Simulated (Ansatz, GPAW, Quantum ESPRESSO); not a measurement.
# Ta: 4 runs at one level of theory

```
Ta
1.0
    -1.65128    1.65128    1.65128
     1.65128   -1.65128    1.65128
     1.65128    1.65128   -1.65128
Ta
1
Direct
  0.00000 0.00000 0.00000
```

Alike in all runs: task band structure; functional LDA; k mesh 11 × 11 × 11; occupations fermi-dirac, width 0.05 eV; no spin polarisation; no spin-orbit coupling. LDA stands for any of its common fits. Pressure is positive in compression and, in plane waves, holds the error of the finite cutoff, which Ansatz's Pulay term estimates and takes out.

```tsv
program and potentials	plane-wave cutoff (eV)	notes	pressure (GPa)
Ansatz, Ansatz PAW	420	potentials made for PBE, which Ansatz adapts in part; Pulay term of +0.04 GPa included	-9.40
Ansatz, all-electron LAPW, scalar-relativistic	-	-	-9.48
Quantum ESPRESSO, PseudoDojo 0.4.1 SR LDA standard	789	-	-10.65
GPAW, PAW data sets generated for this functional	600	-	-9.48
```

The pressure spans -10.65 (Quantum ESPRESSO, PseudoDojo 0.4.1 SR LDA standard) to -9.40 GPa (Ansatz, Ansatz PAW), with all-electron results at -9.48.

The functional is the same throughout but for its coding, so the spread measures potentials, basis and numerics; runs on potential files found faulty are left out.
